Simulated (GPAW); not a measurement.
## Moving the functional in BaTiO3

```cif
data_structure
_symmetry_space_group_name_H-M 'P4mm'
_symmetry_Int_Tables_number 99
_cell_length_a 3.9998
_cell_length_b 3.9998
_cell_length_c 4.0180
_cell_angle_alpha 90.000
_cell_angle_beta 90.000
_cell_angle_gamma 90.000
_cell_volume 64.28
loop_
_atom_site_label
_atom_site_type_symbol
_atom_site_symmetry_multiplicity
_atom_site_Wyckoff_symbol
_atom_site_fract_x
_atom_site_fract_y
_atom_site_fract_z
_atom_site_occupancy
Ba1 Ba 1 a 0.00000 0.00000 0.00000 1
Ti1 Ti 1 b 0.50000 0.50000 0.49000 1
O1 O 2 c 0.00000 0.50000 0.51700 1
O2 O 1 b 0.50000 0.50000 0.01900 1
```

The cell comes from a database or a generator and needn't be the form met in nature.

Kept alike: task dielectric tensor; k mesh 6 × 6 × 6; occupations fermi-dirac, width 0.001 eV; no spin polarisation. Program: GPAW, potentials by row: PAW data sets generated for this functional (AM05, PBEsol); the program's PAW data sets (release 1.2.1) made for this functional (LDA, RPBE); GPAW PAW data sets (gpaw-data 1.2.1) (PBE), cutoff 650 eV. The mesh is that of the run's cell of 5 atoms. No spin-orbit coupling.

```csv
functional,band gap (eV)
AM05,1.764
LDA,1.723
PBE,1.812
PBEsol,1.764
RPBE,1.847
```

Runs of this series that gave no sound value for these columns are left out. A gap read on the mesh alone can miss an edge between its points.

The band gap runs from 1.723 (LDA) to 1.847 eV (RPBE). From PBE: AM05 -0.048; LDA -0.089; PBEsol -0.048; RPBE +0.035.

The band gap of tetragonal BaTiO3 hardly depends on which of these local and semilocal functionals is used. It is smallest with LDA, at 1.723 eV, and largest with RPBE, at 1.847 eV, while AM05 and PBEsol coincide at 1.764 eV. The gap separates mainly O 2p valence states from empty Ti 3d states of t2g parentage, and the order broadly follows the strength of the gradient correction, which probably shifts these two sets of states by slightly different amounts.

All five values lie far below the measured optical gap. The likely cause is the missing derivative discontinuity of the exchange-correlation potential, which no choice within this group restores. RPBE's larger gap is therefore no sign of a better description of the electronic structure. An underestimated gap also tends to exaggerate the electronic part of the dielectric response, since interband transitions then cost too little energy. The gaps don't show which functional best describes the ferroelectric distortion, which depends on a delicate balance between short-range repulsion and Ti–O hybridisation with long-range dipolar forces.
